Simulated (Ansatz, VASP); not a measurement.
**Al: VASP beside Ansatz**

```xyz
1
Lattice="0.0000 2.0240 2.1252 2.0240 0.0000 2.1252 2.0240 2.0240 0.0000" Properties=species:S:1:pos:R:3 pbc="T T T"
Al    0.0000    0.0000    0.0000
```

Change from the starting cell: strain +0.000 along x and y, +0.050 along z, atoms carried along.

Alike in both runs: task single point; functional PBEsol; k mesh 20 × 20 × 20; occupations gaussian, width 0.15 eV; no spin polarisation.

```csv
,VASP,Ansatz
version,VASP 6.6.1,Ansatz 0.2.0
potentials or method,"VASP PAW PBE potentials, release 64 (Al)","scalar-relativistic, plane waves, PAW"
plane-wave cutoff (eV),520,420
valence electrons in the cell,3,3
```

|  | VASP | Ansatz | Ansatz less VASP |
| --- | --- | --- | --- |
| gap on the k mesh at the Fermi level (eV) | none | none | - |
| pressure (GPa) | -5.0 | -5.0 | -0.04 |
| largest component of the traceless stress (GPa) | 1.26 | 1.25 | -0.005 |

A gap of «none» marks a metal or a gap that the smearing closes. The functional is the same, so the differences come from potentials, cutoffs and numerics.

Caveats: the PAW data sets were made with another functional, which shifts forces and pressure a little (VASP).
